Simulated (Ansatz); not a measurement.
CdSe: strain and displacement

```
CELL_PARAMETERS angstrom
0.00000 3.07027 3.07027
3.07027 0.00000 3.07027
3.07027 3.07027 0.00000
ATOMIC_POSITIONS crystal
Cd 0.00000 0.00000 0.00000
Se 0.25000 0.25000 0.25000
```

Atoms are numbered in the order listed.

The conventional cell has a = 6.141 Å, b = 6.141 Å, c = 6.141 Å, α = 90.00°, β = 90.00°, γ = 90.00°. Around Cd (atom 1) lie 4 Se at 2.66 Å. Se (atom 2) is surrounded by 4 Cd at 2.66 Å.

The cell is the one relaxed in the Materials Project (mp-2691), not relaxed further here; entries there can be hypothetical.

Computed with Ansatz 0.2.0, DFT, LDA, all-electron PAW with datasets made for the crystal, scalar-relativistic.

Settings: a Γ-centred 8×8×8 k mesh, Fermi–Dirac smearing of 0.03 eV, cutoff 240 eV (chosen by the program for this cell), no spin polarisation.

The unchanged cell is at -3.25 GPa.

Semilocal functionals give too small gaps.

x, y and z are the Cartesian axes of the cell as listed; fractional coordinates follow a strain, and an engineering shear is twice the off-diagonal strain component.

Vzz stands for the principal value of largest size of the field-gradient tensor, whatever its axis.

Spin–orbit coupling is left out, which moves gradients at and beside heavy atoms by some per cent and at worst by a factor of two.

(1) With this change (equal xy, yz and zx engineering shear strains of -3 %), what becomes of the energy and stress and forces and field gradients?

(2) With this change (equal xy, yz and zx engineering shear strains of -1 %), what becomes of the energy and stress and forces and field gradients?

(3) With this change (equal xy, yz and zx engineering shear strains of +2 %), what becomes of the energy and stress and forces and field gradients?

(4) With this change (equal xy, yz and zx engineering shear strains of -2 %), what becomes of the energy and stress and forces and field gradients?

With equal xy, yz and zx engineering shear strains of +1 %: energy change under 1 meV/atom; stress change (xx, yy, zz, yz, xz, xy) 0.02, 0.02, 0.02, -0.37, -0.37, -0.37 GPa, compression positive; change of the force on Cd1 (0.042, 0.042, 0.042) eV/Å; Vzz in 10²¹ V/m²: Cd1 0 → 0.96 (η = 0.00), Se2 0 → 0.44 (η = 0.00).

(5) With this change (equal xy, yz and zx engineering shear strains of +3 %), what becomes of the energy and stress and forces and field gradients?

Answers

(1) Energy change +10 meV/atom; stress change (xx, yy, zz, yz, xz, xy) 0.21, 0.21, 0.21, 1.27, 1.27, 1.27 GPa, compression positive; change of the force on Cd1 (-0.168, -0.168, -0.168) eV/Å; Vzz in 10²¹ V/m²: Cd1 0 → -2.87 (η = 0.00), Se2 0 → -1.18 (η = 0.00).

(2) Energy change +1 meV/atom; stress change (xx, yy, zz, yz, xz, xy) 0.02, 0.02, 0.02, 0.40, 0.40, 0.40 GPa, compression positive; change of the force on Cd1 (-0.048, -0.048, -0.048) eV/Å; Vzz in 10²¹ V/m²: Cd1 0 → -0.96 (η = 0.00), Se2 0 → -0.41 (η = 0.00).

(3) Energy change +4 meV/atom; stress change (xx, yy, zz, yz, xz, xy) 0.09, 0.09, 0.09, -0.73, -0.73, -0.73 GPa, compression positive; change of the force on Cd1 (0.078, 0.078, 0.078) eV/Å; Vzz in 10²¹ V/m²: Cd1 0 → 1.91 (η = 0.00), Se2 0 → 0.90 (η = 0.00).

(4) Energy change +4 meV/atom; stress change (xx, yy, zz, yz, xz, xy) 0.09, 0.09, 0.09, 0.82, 0.82, 0.82 GPa, compression positive; change of the force on Cd1 (-0.104, -0.104, -0.104) eV/Å; Vzz in 10²¹ V/m²: Cd1 0 → -1.91 (η = 0.00), Se2 0 → -0.80 (η = 0.00).

(5) Energy change +8 meV/atom; stress change (xx, yy, zz, yz, xz, xy) 0.19, 0.19, 0.19, -1.07, -1.07, -1.07 GPa, compression positive; change of the force on Cd1 (0.109, 0.109, 0.109) eV/Å; Vzz in 10²¹ V/m²: Cd1 0 → 2.86 (η = 0.00), Se2 0 → 1.38 (η = 0.00).
